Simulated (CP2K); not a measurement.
Settings test, CP2K on PbSe

Simulated with CP2K 2026.2. This is a test of settings. The cell began as a database structure and was relaxed with r2SCAN+rVV10 in plane waves (Ansatz 0.2.0). All runs are without spin polarisation.

The symmetry is Cmcm (No. 63, orthorhombic); a = 4.275 Å, b = 11.994 Å, c = 4.433 Å in the conventional setting, 28.42 Å³ an atom. Pb is surrounded by 5 Se at 2.81–3.08 Å; Se is surrounded by 5 Pb at 2.81–3.08 Å.

The base run uses PBE in the SZV-MOLOPT-SR basis.

```
&GLOBAL
 PROJECT run
 RUN_TYPE ENERGY_FORCE
 PRINT_LEVEL LOW
&END GLOBAL
&FORCE_EVAL
 METHOD QS
 STRESS_TENSOR ANALYTICAL
 &DFT
  BASIS_SET_FILE_NAME BASIS_MOLOPT
  POTENTIAL_FILE_NAME GTH_POTENTIALS
  &QS
   EXTRAPOLATION USE_GUESS
  &END QS
  &MGRID
   CUTOFF 350
   REL_CUTOFF 50
  &END MGRID
  &XC
   &XC_FUNCTIONAL PBE
   &END XC_FUNCTIONAL
  &END XC
  &KPOINTS
   SCHEME MONKHORST-PACK 5 5 5
   SYMMETRY F
   FULL_GRID F
  &END KPOINTS
  &SCF
   ADDED_MOS 10
   EPS_SCF 1e-6
   MAX_SCF 80
   &DIAGONALIZATION
   &END DIAGONALIZATION
   &MIXING
    METHOD BROYDEN_MIXING
    ALPHA 0.3
   &END MIXING
   &SMEAR
    METHOD FERMI_DIRAC
    ELECTRONIC_TEMPERATURE [K] 232
   &END SMEAR
   &PRINT
    &ITERATION_INFO
    &END ITERATION_INFO
   &END PRINT
  &END SCF
  &PRINT
   &BAND_STRUCTURE
    FILE_NAME bands.bs
    ADDED_MOS 6
    &KPOINT_SET
     UNITS B_VECTOR
     SPECIAL_POINT 0.00000000 0.00000000 0.00000000
     NPOINTS 0
    &END KPOINT_SET
    &KPOINT_SET
     UNITS B_VECTOR
     SPECIAL_POINT -0.50000000 0.50000000 0.00000000
     NPOINTS 0
    &END KPOINT_SET
    &KPOINT_SET
     UNITS B_VECTOR
     SPECIAL_POINT -0.28176882 0.71823118 0.00000000
     NPOINTS 0
    &END KPOINT_SET
    &KPOINT_SET
     UNITS B_VECTOR
     SPECIAL_POINT 0.28176882 0.28176882 0.00000000
     NPOINTS 0
    &END KPOINT_SET
    &KPOINT_SET
     UNITS B_VECTOR
     SPECIAL_POINT 0.00000000 0.00000000 0.50000000
     NPOINTS 0
    &END KPOINT_SET
    &KPOINT_SET
     UNITS B_VECTOR
     SPECIAL_POINT 0.28176882 0.28176882 0.50000000
     NPOINTS 0
    &END KPOINT_SET
    &KPOINT_SET
     UNITS B_VECTOR
     SPECIAL_POINT -0.28176882 0.71823118 0.50000000
     NPOINTS 0
    &END KPOINT_SET
    &KPOINT_SET
     UNITS B_VECTOR
     SPECIAL_POINT -0.50000000 0.50000000 0.50000000
     NPOINTS 0
    &END KPOINT_SET
    &KPOINT_SET
     UNITS B_VECTOR
     SPECIAL_POINT 0.00000000 0.50000000 0.00000000
     NPOINTS 0
    &END KPOINT_SET
    &KPOINT_SET
     UNITS B_VECTOR
     SPECIAL_POINT 0.50000000 -0.50000000 0.38281300
     NPOINTS 0
    &END KPOINT_SET
    &KPOINT_SET
     UNITS B_VECTOR
     SPECIAL_POINT 0.20963500 0.20963500 0.00000000
     NPOINTS 0
    &END KPOINT_SET
    &KPOINT_SET
     UNITS B_VECTOR
     SPECIAL_POINT -0.50000000 0.50000000 0.40000000
     NPOINTS 0
    &END KPOINT_SET
   &END BAND_STRUCTURE
  &END PRINT
 &END DFT
 &SUBSYS
  &CELL
   A 6.36639268 0.00000000 0.00000000
   B -4.93079873 4.02718011 0.00000000
   C -0.00000000 -0.00000000 4.43348886
  &END CELL
  &COORD
   SCALED
   Pb 0.62843600 0.37156400 0.75000000
   Pb 0.37156400 0.62843600 0.25000000
   Se 0.86268364 0.13731636 0.75000000
   Se 0.13731636 0.86268364 0.25000000
  &END COORD
  &KIND Pb
   BASIS_SET SZV-MOLOPT-SR-GTH
   POTENTIAL GTH-PBE
  &END KIND
  &KIND Se
   BASIS_SET SZV-MOLOPT-SR-GTH
   POTENTIAL GTH-PBE
  &END KIND
 &END SUBSYS
 &PRINT
  &STRESS_TENSOR
  &END STRESS_TENSOR
  &FORCES
  &END FORCES
 &END PRINT
&END FORCE_EVAL
```

Command: `cp2k.psmp -i run.inp`. It took 5.2 s on 2 threads of Arm Neoverse V2, on a shared host, peak memory 0.29 GiB.

It converged with a gap of 0.85 eV and a pressure of 5.12 GPa (positive in compression). Pressures on CP2K's grid carry noise of some tenths of a GPa.

Each further run moved one setting: XC_FUNCTIONAL (functional, with the PBE potentials kept); REL_CUTOFF (grid cutoff relative to the Gaussians, in Ry); CUTOFF (density grid cutoff in Ry); KPOINTS (Monkhorst-Pack mesh). Changes are from the base run, which isn't itself converged in every setting; energies of another Hamiltonian, functional, basis or charge aren't compared, and those at a high electronic temperature are mostly its entropy term. CP2K's gap is over the listed points.

```csv
setting,how it ended,gap change (eV),energy change (meV/atom),pressure change (GPa),time (s)
XC_FUNCTIONAL = OLYP,converged,0.14,–,0.84,4.9
REL_CUTOFF = 80,converged,0.00,0.0,0.00,6.7
CUTOFF = 280,converged,0.00,0.0,0.00,5
CUTOFF = 1000,converged,0.00,0.0,0.00,16
KPOINTS = 4x4x4,converged,0.00,-2.3,0.01,4.7
KPOINTS = 1x1x1 (poor on purpose),converged,-0.05,-404.4,0.15,3.5
```

REL_CUTOFF = 80 changes nothing that matters here. CUTOFF = 280 changes nothing that matters here. CUTOFF = 1000 changes nothing that matters here.

Spin-orbit coupling is left out; in compounds of Pb, Bi, Tl or Hg it can lower a gap by up to about 1 eV, split its edges or invert the bands.
